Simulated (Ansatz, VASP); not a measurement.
# Two plane-wave programs on Sn

```
CELL_PARAMETERS angstrom
-1.89465 1.89465 2.06043
1.89465 -1.89465 2.06043
1.89465 1.89465 -2.06043
ATOMIC_POSITIONS crystal
Sn 0.00000 0.00000 0.00000
```

Change from the starting cell: strain +0.0875 x Voigt [0, 0, 1, 0, 0, 0], atoms carried along.

Alike in both runs: task single point; functional LDA; k mesh 18 × 18 × 18; occupations gaussian, width 0.15 eV; no spin polarisation.

```csv
,VASP,Ansatz
version,VASP 6.6.1,Ansatz 0.2.0
potentials or method,"VASP PAW LDA potentials, release 64 (Sn_d)","scalar-relativistic, plane waves, PAW"
plane-wave cutoff (eV),520,420
valence electrons in the cell,14,14
```

```csv
,VASP,Ansatz,Ansatz less VASP
gap on the k mesh at the Fermi level (eV),none,none,-
pressure (GPa),-6.2,-6.2,-0.02
largest component of the traceless stress (GPa),0.43,0.43,+0.004
```

A gap of «none» marks a metal or a gap that the smearing closes.
